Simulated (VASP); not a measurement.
# Ir (Fm-3m) in VASP: a series of runs, part 2 of 2

VASP 6.6.1. Earlier steps stand in the parts before.

### Step 4. Relaxation of cell and atoms, PBE

This run uses another cell than the first one, of 14.53 Å³/atom, 1.024 times its volume.

Input file INCAR:

```
PREC     = Accurate       # precision mode
ENCUT    = 600            # plane-wave cutoff, eV
EDIFF    = 1E-7           # SCF threshold, eV
ISMEAR   = 1              # smearing method
SIGMA    = 0.1            # smearing width, eV
LREAL    = False          # projectors in reciprocal space
LASPH    = True           # aspherical terms in the spheres
NELM     = 80             # most SCF steps
ALGO     = Normal         # electronic algorithm
ISIF     = 3              # what is computed and relaxed
LWAVE    = False          # write WAVECAR
LCHARG   = False          # write CHGCAR
GGA      = PE             # functional
IBRION   = 2              # ionic algorithm
NSW      = 90             # ionic steps
EDIFFG   = -0.005         # ionic threshold
KPAR     = 2
```

Input file KPOINTS:

```
Automatic mesh
0
Gamma
  16 16 16
```

Input file POSCAR:

```
Ir                                      
1.0
   -0.0000000000      1.9369071725      1.9369071725
    1.9369071725      0.0000000000      1.9369071725
    1.9369071725      1.9369071725      0.0000000000
  Ir            
     1
Direct
     0.0000000000000000    0.0000000000000000    0.0000000000000000
```

Potentials or basis: VASP PAW PBE potentials, release 64 (Ir).

On the command line:

```
$ cat potpaw_PBE.64/Ir/POTCAR > POTCAR
$ mpirun -np 2 vasp_std > vasp.out
```

OUTCAR:

```text
PREC = Accurate
   ENCUT = 600
   EDIFF = 1E-7
   ISMEAR = 1
   LREAL = False
   LASPH = True
   NELM = 80
   ISIF = 3
   GGA = PE
   IBRION = 2
   NSW = 90
   EDIFFG = -0.005

 ion  position               nearest neighbor table
   1  0.000  0.000  0.000-

  LATTYP: Found a face centered cubic cell.
 ALAT       =     3.8738143450

  Lattice vectors:

 A1 = (   0.0000000000,   1.9369071725,   1.9369071725)
 A2 = (   1.9369071725,   0.0000000000,   1.9369071725)
 A3 = (   1.9369071725,   1.9369071725,   0.0000000000)

Analysis of symmetry for initial positions (statically):
=====================================================================
 Subroutine PRICEL returns:
 Original cell was already a primitive cell.

 Routine SETGRP: Setting up the symmetry group for a
 face centered cubic supercell.

 Subroutine GETGRP returns: Found 48 space group operations
 (whereof 48 operations were pure point group operations)
 out of a pool of 48 trial point group operations.

The static configuration has the point symmetry O_h .

Analysis of symmetry for dynamics (positions and initial velocities):
[... 164 lines left out ...]
 fundamental gap:      0.0138580456
 Fermi energy:         9.9383524396

 k-point     1 :       0.0000    0.0000    0.0000
  band No.  band energies     occupation
      1      -0.8868      2.00000
      2       6.2204      2.00000
      3       6.2204      2.00000
      4       6.2204      2.00000
      5       8.7975      2.00000
      6       8.7975      2.00000
      7      24.3192      0.00000
      8      29.7469      0.00000
[... 243 lines left out ...]
 k-point    24 :      -0.0625    0.0625    0.0000
  band No.  band energies     occupation
      1      -0.4425      2.00000
      2       5.9718      2.00000
      3       6.3943      2.00000
      4       6.4443      2.00000
      5       8.5538      2.00000
      6       8.8235      2.00000
      7      25.0621      0.00000
      8      28.0317      0.00000

 [... further k-points ...]

------------------------ aborting loop because EDIFF is reached ----------------------------------------

  FORCE on cell =-STRESS in cart. coord.  units (eV):
  Direction    XX          YY          ZZ          XY          YZ          ZX
  --------------------------------------------------------------------------------------
  -------------------------------------------------------------------------------------
  Total       -0.0042874     -0.0042874     -0.0042874      0.0000000      0.0000000      0.0000000
  in kB       -0.4726632     -0.4726632     -0.4726632      0.0000000      0.0000000      0.0000000
  external PRESSURE =      -0.4726632 kB  Pullay stress =       0.0000000 kB

 VOLUME and BASIS-vectors are now :
 -----------------------------------------------------------------------------
  energy-cutoff  :      600.00
  volume of cell :       14.53
      direct lattice vectors                 reciprocal lattice vectors
     0.000000000  1.936907172  1.936907172    -0.258143502  0.258143502  0.258143502
     1.936907172  0.000000000  1.936907172     0.258143502 -0.258143502  0.258143502
     1.936907172  1.936907172  0.000000000     0.258143502  0.258143502 -0.258143502

 POSITION                                       TOTAL-FORCE (eV/Angst)
 -----------------------------------------------------------------------------------
      0.00000      0.00000      0.00000         0.000000      0.000000      0.000000
 -----------------------------------------------------------------------------------
    total drift:                               -0.000000      0.000000     -0.000000

  FREE ENERGIE OF THE ION-ELECTRON SYSTEM (eV)
  ---------------------------------------------------
  free  energy   TOTEN  =        -8.8411529421 eV

  energy  without entropy=       -8.8408502034  energy(sigma->0) =       -8.84105203

 reached required accuracy - stopping structural energy minimisation
```

OSZICAR:

```text
N       E                     dE             d eps       ncg     rms          rms(c)
DAV:   1     0.492273424602E+02    0.49227E+02   -0.48572E+03  2320   0.115E+03
DAV:   2    -0.867308511513E+01   -0.57900E+02   -0.56412E+02  2328   0.216E+02
DAV:   3    -0.939973735873E+01   -0.72665E+00   -0.72513E+00  3448   0.334E+01
DAV:   4    -0.940418293340E+01   -0.44456E-02   -0.44435E-02  2816   0.186E+00
DAV:   5    -0.940423089087E+01   -0.47957E-04   -0.47957E-04  3560   0.127E-01    0.142E+01
DAV:   6    -0.892811770635E+01    0.47611E+00   -0.10371E+00  2672   0.142E+01    0.574E+00
DAV:   7    -0.884711783274E+01    0.81000E-01   -0.30290E-01  2984   0.715E+00    0.151E+00
DAV:   8    -0.884377062826E+01    0.33472E-02   -0.11348E-03  2440   0.485E-01    0.977E-01
DAV:   9    -0.884114552250E+01    0.26251E-02   -0.19337E-03  2888   0.735E-01    0.175E-02
DAV:  10    -0.884115259146E+01   -0.70690E-05   -0.48995E-06  3136   0.244E-02    0.186E-02
DAV:  11    -0.884115292559E+01   -0.33413E-06   -0.63546E-07  3192   0.119E-02    0.709E-04
DAV:  12    -0.884115294213E+01   -0.16538E-07   -0.55717E-09  1696   0.818E-04
   1 F= -.88411529E+01 E0= -.88410520E+01  d E =-.884115E+01
```

Wall time 6.4 s (2 MPI ranks of Intel Xeon Platinum 8488C (Sapphire Rapids), shared host); peak memory 0.15 GiB.

Results:

- Free energy: -8.8412 eV
- Pressure after relaxing: 0.0 GPa
- Band gap on the k mesh: none (metal or under the smearing width)

Final structure:
```yaml
crystal:
  lattice:
    - [0.00000, 1.93691, 1.93691]
    - [1.93691, 0.00000, 1.93691]
    - [1.93691, 1.93691, 0.00000]
  atoms:
    - { symbol: Ir, position: [0.00000, 0.00000, 0.00000] }
```

Caveat: the relaxation stopped at its first step, so nothing moved. The run has no spin-orbit coupling, so splittings on Ir are missing.

### Step 5. Relaxation of cell and atoms, LDA

This run uses another cell than the first one, of 14.06 Å³/atom, 0.990 times its volume.

Input file INCAR:

```
SYSTEM = Ir
PREC = Accurate
ENCUT = 600
EDIFF = 1E-6
ISMEAR = 1
SIGMA = 0.1
LREAL = .False.
LASPH = .True.
NELM = 80
ALGO = Normal
ISIF = 3
LWAVE = .False.
LCHARG = .False.
GGA = CA
IBRION = 2
NSW = 90
EDIFFG = -0.01
```

Input file KPOINTS:

```
Automatic mesh
0
Gamma
  16 16 16
  0 0 0
```

Input file POSCAR:

```
Ir
1.0
    0.0000000000      1.9156000000      1.9156000000
    1.9156000000      0.0000000000      1.9156000000
    1.9156000000      1.9156000000      0.0000000000
Ir
1
Direct
    0.0000000000      0.0000000000      0.0000000000
```

Potentials or basis: VASP PAW LDA potentials, release 64 (Ir).

On the command line:

```
$ cat potpaw_LDA.64/Ir/POTCAR > POTCAR
$ mpirun -np 1 vasp_std > vasp.out
```

Wall time 24 s (1 thread of AMD EPYC 9R45 (Zen 5), shared host); peak memory 0.14 GiB.

It converged, with:

```
Free energy                            : -10.3158 eV
Relaxed volume                         : 13.94 Å³/atom
Relaxed cell                           : a = 2.701 Å, b = 2.701 Å, c = 2.701 Å, α = 60.00°, β = 60.00°, γ = 60.00°
Space group after relaxing (to 0.05 Å) : Fm-3m (No. 225)
Energy gained by relaxing              : 1.3 meV/atom
Ionic steps                            : 3
Pressure after relaxing                : -0.1 GPa
Band gap on the k mesh                 : none (metal or under the smearing width)
```

The path:
```csv
step,energy change (eV),largest force (eV/Å),pressure (GPa),volume (Å³)
1,0.0000,0.0000,-3.44,14.06
2,0.0213,0.0000,15.56,13.45
3,-0.0013,0.0000,-0.06,13.94
```

Final structure:
```yaml
crystal:
  lattice:
    - [0.00000, 1.91013, 1.91013]
    - [1.91013, 0.00000, 1.91013]
    - [1.91013, 1.91013, 0.00000]
  atoms:
    - { symbol: Ir, position: [0.00000, 0.00000, 0.00000] }
```

Levels at points of the mesh, in eV from the Fermi level:
```csv
k point,band 1,band 2,band 3,band 4,band 5,band 6,band 7,band 8
"(0.00, 0.00, 0.00)",-11.26,-4.00,-4.00,-4.00,-1.20,-1.20,14.32,19.94
"(0.50, 0.00, 0.00)",-8.27,-4.09,-4.09,-0.75,0.94,0.94,7.43,13.86
"(0.50, 0.50, 0.00)",-8.08,-7.52,0.92,1.52,1.52,1.74,10.73,11.77
```

The run has no spin-orbit coupling, so splittings on Ir are missing. Zero-point motion and thermal expansion aren't in these numbers.

### Step 6. Relaxation of cell and atoms, LDA

This run uses another cell than the first one, of 13.94 Å³/atom, 0.982 times its volume.

INCAR, as its differences from that of step 5:

```diff
@@ -3,3 +3,3 @@
 ENCUT = 600
-EDIFF = 1E-6
+EDIFF = 1E-7
 ISMEAR = 1
@@ -16,2 +16,2 @@
 NSW = 90
-EDIFFG = -0.01
+EDIFFG = -0.005
```

KPOINTS is that of step 5.

Input file POSCAR:

```
Ir                                      
1.0
   -0.0000000000      1.9101327702      1.9101327702
    1.9101327702      0.0000000000      1.9101327702
    1.9101327702      1.9101327702     -0.0000000000
  Ir            
     1
Direct
     0.0000000000000000    0.0000000000000000    0.0000000000000000
```

Potentials or basis: VASP PAW LDA potentials, release 64 (Ir).

On the command line:

```
$ cat potpaw_LDA.64/Ir/POTCAR > POTCAR
$ mpirun -np 1 vasp_std > vasp.out
```

Run time: 20 s. Hardware: 1 thread of AMD EPYC 9R45 (Zen 5), shared host; peak memory 0.12 GiB.

The run converged. Its results:

```yaml
Free_energy: -10.3158 eV
Relaxed_volume: 13.94 Å³/atom
Relaxed_cell: a = 2.701 Å, b = 2.701 Å, c = 2.701 Å, α = 60.00°, β = 60.00°, γ = 60.00°
Space_group_after_relaxing_to_0.05_Å: Fm-3m (No. 225)
Energy_gained_by_relaxing: 0.0 meV/atom
Ionic_steps: 3
Pressure_after_relaxing: 0.0 GPa
Band_gap_on_the_k_mesh: none (metal or under the smearing width)
```

Final structure:
```cif
data_structure
_symmetry_space_group_name_H-M 'P 1'
_symmetry_Int_Tables_number 1
_cell_length_a 2.7012
_cell_length_b 2.7012
_cell_length_c 2.7012
_cell_angle_alpha 60.000
_cell_angle_beta 60.000
_cell_angle_gamma 60.000
_cell_volume 13.94
loop_
_atom_site_label
_atom_site_type_symbol
_atom_site_fract_x
_atom_site_fract_y
_atom_site_fract_z
_atom_site_occupancy
Ir1 Ir 0.00000 0.00000 0.00000 1
```

Levels at points of the mesh, in eV from the Fermi level:
| k point | band 1 | band 2 | band 3 | band 4 | band 5 | band 6 | band 7 | band 8 |
| --- | --- | --- | --- | --- | --- | --- | --- | --- |
| (0.00, 0.00, 0.00) | -11.26 | -4.00 | -4.00 | -4.00 | -1.20 | -1.20 | 14.32 | 19.95 |
| (0.50, 0.00, 0.00) | -8.27 | -4.09 | -4.09 | -0.75 | 0.94 | 0.94 | 7.43 | 13.86 |
| (0.50, 0.50, 0.00) | -8.09 | -7.53 | 0.92 | 1.52 | 1.52 | 1.74 | 10.73 | 11.77 |

The run has no spin-orbit coupling, so splittings on Ir are missing.

### Step 7. Summary

```csv
level,potentials or basis,gap on the mesh (eV),pressure (GPa)
PBE+D3(BJ),"VASP PAW PBE potentials, release 64 (Ir)",none,0.0
PBE,"VASP PAW PBE potentials, release 64 (Ir)",none,0.0
LDA,"VASP PAW LDA potentials, release 64 (Ir)",none,0.0
```

Alike in all rows: task relaxation of cell and atoms; no spin polarisation; cell relaxed; k mesh 16 × 16 × 16; cutoff (eV) 600; smearing methfessel-paxton 0.1 eV.

Caveats: the relaxation stopped at its first step, so nothing moved (some runs); pairwise dispersion overbinds metals, which lowers pressure and volume (some runs).

Absolute energies hang on the potentials; compare differences alone.
